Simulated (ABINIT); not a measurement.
AlN, 2 atoms in the cell. The structure is cubic, space group F-43m (No. 216). Conventional cell: a = 4.368 Å, b = 4.368 Å, c = 4.368 Å, α = 90.00°, β = 90.00°, γ = 90.00°. Al (site symmetry -43m) is surrounded by 4 N at 1.89 Å. Around N (site symmetry -43m) lie 4 Al at 1.89 Å. Measurements of this composition are mostly on another form, of space group No. 186.

```yaml
Program: ABINIT 10.8.3 (patched build)
Task: equation of state
Functional: PBE
Potentials_or_basis: PseudoDojo NC SR PBE v0.5 standard
Cutoff: 1143 eV
k_mesh: 10 × 10 × 10
Occupations: fermi-dirac, width 0.05 eV
Spin: no spin polarisation
```

Potentials or basis: PseudoDojo NC SR PBE v0.5 standard.

Run with:

```sh
$ abinit run.abi > log 2>&1
```

Hardware: 1 thread of Arm Neoverse V1, on a shared host.

Estimate the wall time of this run.

It took 110 s on 1 thread of Arm Neoverse V1, on a shared host, peak memory 0.11 GiB. Counts: scf iterations 52, mpi ranks 1, k points 47, bands 8, plane waves 1739.
